## Question

Boron arsenide, BAs, is a semiconductor in which each atom has four neighbours of the other element. The table gives its gap for one fixed crystal under ten functionals, with the difference from the measured gap of 2.02 eV (journal paper, 300 K).

VASP density-functional calculations of BAs (F-43m, 2-atom cell, fixed geometry) with the recommended PBE PAW potentials, a 520 eV plane-wave cutoff and a smearing width of 0.05 eV, without spin polarisation or spin–orbit coupling. Gaps are orbital gaps. Some are read along a band path; others, among them those of revPBE, MS2, revTPSS and PBE0, are taken between the band edges on the k mesh.

```tsv
method	rung	k mesh	gap (eV)	computed less measured (eV)
PBE	GGA	10x10x10 2-atom cell	1.175	-0.845
PW91	GGA	10x10x10 2-atom cell	1.192	-0.828
revPBE	GGA	10x10x10 2-atom cell	1.196	-0.824
LAK	meta-GGA	10x10x10 2-atom cell	1.706	-0.314
LMBJ	meta-GGA	10x10x10 2-atom cell	1.475	-0.545
MS2	meta-GGA	10x10x10 2-atom cell	1.539	-0.481
SCAN	meta-GGA	10x10x10 2-atom cell	1.415	-0.605
TB-mBJ	meta-GGA	10x10x10 2-atom cell	1.755	-0.265
revTPSS	meta-GGA	10x10x10 2-atom cell	1.070	-0.950
PBE0	hybrid	5x5x5 2-atom cell	2.550	0.530
```

Three explanations are offered for the spread of the computed gaps:

1. The rung decides: a functional from a higher rung opens a wider gap.
2. The functional stretches the whole spectrum, so that all level spacings grow by one common factor.
3. The functional moves the empty levels against the top of the filled ones as a block, and the conduction band keeps its shape.

The smallest gap of BAs is indirect. It runs from the valence top at the point Γ of the Brillouin zone to a conduction minimum on the way to X. Two further results of the same runs are needed, both taken at Γ.

- The direct gap, in eV: PBE 3.277, PW91 3.288, revPBE 3.275, LAK 3.637, LMBJ 3.778, MS2 3.896, SCAN 3.577, TB-mBJ 3.793, revTPSS 3.323, PBE0 4.816.
- The depth of the valence band from its top to its lowest level, in eV: PBE 15.401, PW91 15.383, revPBE 15.407, LAK 16.166, LMBJ 15.262, MS2 15.596, SCAN 15.999, TB-mBJ 15.256, revTPSS 15.665, PBE0 17.017.

(a) Which explanation agrees best with the numbers? (b) How closely can the tabulated PBE0 gap be reproduced from its direct gap and the GGA results? (c) Which functional comes closest to the measurement, and how safe is that verdict?

## Model answer

**(a)** The rung is the tempting answer, because the three GGAs lie low and the hybrid PBE0 lies highest. Between them the order breaks down. The average gap rises by 0.31 eV from the GGAs to the meta-GGAs, but the meta-GGAs differ among themselves by up to 0.69 eV. One of them, revTPSS, even falls below PBE. A rung names the ingredients of a functional, and the gap depends on how they are used.

A common stretch fails on the filled levels. From the GGAs to TB-mBJ the gap widens by 0.57 eV, while the valence band becomes slightly shallower. PBE0 does deepen the valence band, but only by about a tenth, whereas its gap is more than twice that of PBE. No single factor describes both changes.

The block shift agrees best with the numbers, as the test in (b) shows, and it has a physical basis. When an electron is added to a semiconductor, the exact Kohn–Sham potential jumps by a constant throughout the crystal, the derivative discontinuity. The jump lifts filled and empty levels alike, so it does not widen the orbital gap of a single calculation. The measured gap, however, compares the energy of adding an electron with that of removing one. To describe it, the empty levels have to be raised by the jump before they are set against the filled ones, which is a block shift in its pure form. GGA orbital gaps lack this jump, and that is a main reason why they come out too small.

Other functionals can make up for it in different ways, though not all do: revTPSS does not widen the gap here. Meta-GGAs that depend on the orbitals, such as SCAN, can include part of the jump, and TB-mBJ is a potential designed to give better gaps. PBE0 replaces a quarter of the GGA exchange by exact exchange. Exact exchange binds filled orbitals more strongly than GGA exchange does, and empty orbitals less strongly, so the gap opens from both sides. These causes come from theory; the table shows only their combined effect.

**(b)** Let $E_\Gamma$ be the direct gap and $E_g$ the smallest gap. Both start from the same valence top, so their difference $D=E_\Gamma-E_g$ is a distance within the conduction band. A block shift leaves $D$ unchanged. The average of the three GGAs gives $D=2.092$ eV, and for PBE0, which had no part in that average,

$$E_g \approx E_\Gamma - D = 4.816 - 2.092 = 2.724\ \text{eV}.$$

The full calculation gives 2.550 eV on its k mesh, so the estimate is about 0.17 eV too high. A common stretch would instead keep the ratio of the two gaps at its GGA value. It predicts only 1.74 eV for PBE0, far too little.

The same test was made on five meta-GGAs, with LMBJ set aside. Together with PBE0 they give a typical miss of 0.16 eV for the block shift and 0.41 eV for the stretch. Without PBE0, the hardest case for the stretch, the figures are 0.16 and 0.26 eV. The block shift is therefore the better overall description, although the stretch comes closer for MS2 and revTPSS.

**(c)** As tabulated, TB-mBJ comes closest, 0.27 eV below the measured gap, while PBE0 lies 0.53 eV above it. The comparison is uneven, because the calculations leave out spin–orbit coupling and the motion of the atoms, both of which lower the gap. If together they lower it by more than about 0.13 eV, PBE0 comes closer to the measurement than TB-mBJ. Their size was not computed here. A rough recalled value is 0.2 eV, which would leave TB-mBJ nearly 0.5 eV too low and PBE0 about 0.3 eV too high, so the verdict is not safe. Some excess is expected of PBE0 in a semiconductor like this one, because its fixed quarter of exact exchange takes no account of how strongly the electrons screen one another. The k meshes and the cutoff are also usual working values, not converged limits, and PBE0 was run on a coarser mesh than the others. The effect of these choices on the gaps was not tested. Both a mesh and a band path can also miss the exact band edge, but here that matters less: for PBE0 the path gives a gap only 0.025 eV wider than the tabulated mesh value.

## Remarks on the reasoning

A good answer says what the test in (b) can decide. The two gaps share their valence top, so they would move together even if only the filled levels moved. The test compares only two points of the conduction band, and it shows that their distance changes much less than the gap does when PBE0 replaces a GGA. It does not show which side of the gap moved, or why. The band edges of the runs, read on VASP's own zero of energy, suggest that from PBE to PBE0 both sides move: the valence top falls and the conduction minimum rises, by roughly similar amounts.

The best answers also notice where the block picture breaks down. It places MS2 above LAK by 0.26 eV, but the calculation places LAK above MS2 by 0.17 eV. The reason is visible in the conduction band: the distance $D$ is 1.93 eV in LAK and 2.36 eV in MS2. These functionals shift the conduction edge at Γ and the conduction minimum by different amounts, and a single shift cannot represent that. Part of this difference may come from the use of potentials made for PBE in every run, which was not tested.

The same effect shows in revTPSS, which falls below PBE. Its direct gap is slightly larger than that of PBE, yet its smallest gap is 0.11 eV smaller. A block shift would have moved both in the same direction. The picture thus gives a fair estimate of the large change to PBE0, but it is poor for ranking functionals whose gaps lie a few tenths of an electronvolt apart.

LMBJ should not be used as evidence for any of the three explanations. Its tabulated gap is 0.26 eV smaller than the gap between the band edges on its own mesh. For several other runs the tabulated gap is itself the mesh gap, so agreement between those two is no test. A real comparison sets the path gap against the mesh gap, and these differ by only 0.025 eV for PBE0 and 0.005 eV for MS2 and revTPSS. The cause of the much larger mismatch in LMBJ is not known, and a careful candidate leaves the row out instead of finding a physical reason for its low value.

For a neighbouring case, take a hybrid built like PBE0 but with less exact exchange, applied to the same crystal. Theory places its gap between those of PBE and PBE0. The block picture adds that its direct gap should rise by about as much as its smallest gap, as happens from PBE to PBE0, where the smallest gap grows by 1.4 eV and the direct gap by 1.5 eV.

Numerical output:

```
Two models of the gap, eV:
      row  direct_gap  conduction_distance  valence_depth  block_shift  shift_miss  stretch  stretch_miss
      PBE       3.277                2.101           15.4        1.185    0.009667    1.187       0.01158
     PW91       3.288                2.096          15.38        1.196    0.003667    1.191     -0.001437
   revPBE       3.275                2.079          15.41        1.183    -0.01333    1.186      -0.01014
      LAK       3.637                 1.93          16.17        1.545     -0.1613    1.317       -0.3891
     LMBJ       3.778                 2.04          15.26        1.686      0.2107    1.368        -0.107
      MS2       3.896                2.357           15.6        1.804      0.2647    1.411       -0.1283
     SCAN       3.577                2.162             16        1.485     0.06967    1.295       -0.1198
   TB-mBJ       3.793                2.038          15.26        1.701    -0.05433    1.373       -0.3816
  revTPSS       3.323                2.253          15.66        1.231      0.1607    1.203        0.1332
     PBE0       4.816                2.266          17.02        2.724      0.1737    1.744       -0.8062
Mean GGA gap, eV: 1.188
Mean GGA gap less measured, eV: -0.8323
Step from mean GGA to mean meta-GGA gap without LMBJ, eV: 0.3093
Span of meta-GGA gaps without LMBJ, eV: 0.685
revTPSS gap less PBE gap, eV: -0.105
PBE0 gap less PBE gap, eV: 1.375
PBE0 direct gap less PBE direct gap, eV: 1.539
PBE0 valence depth less PBE valence depth, eV: 1.616
TB-mBJ gap less mean GGA gap, eV: 0.5673
TB-mBJ valence depth less mean GGA depth, eV: -0.141
Distance inside conduction band, GGA mean, eV: 2.092
Root mean square miss of block shift, meta-GGAs and PBE0, eV: 0.1632
Root mean square miss of stretch, meta-GGAs and PBE0, eV: 0.4073
Root mean square miss of block shift, meta-GGAs only, eV: 0.1611
Root mean square miss of stretch, meta-GGAs only, eV: 0.2629
Root mean square miss of no change from GGA, meta-GGAs only, eV: 0.3948
LAK gap less MS2 gap, computed, eV: 0.167
LAK gap less MS2 gap, block shift, eV: -0.259
LMBJ mesh gap less tabulated gap, eV: 0.2627
Largest such disagreement in the other rows, eV: 0.0012
PBE0 excess over measured after a rough lowering by 0.2 eV, eV: 0.33
```
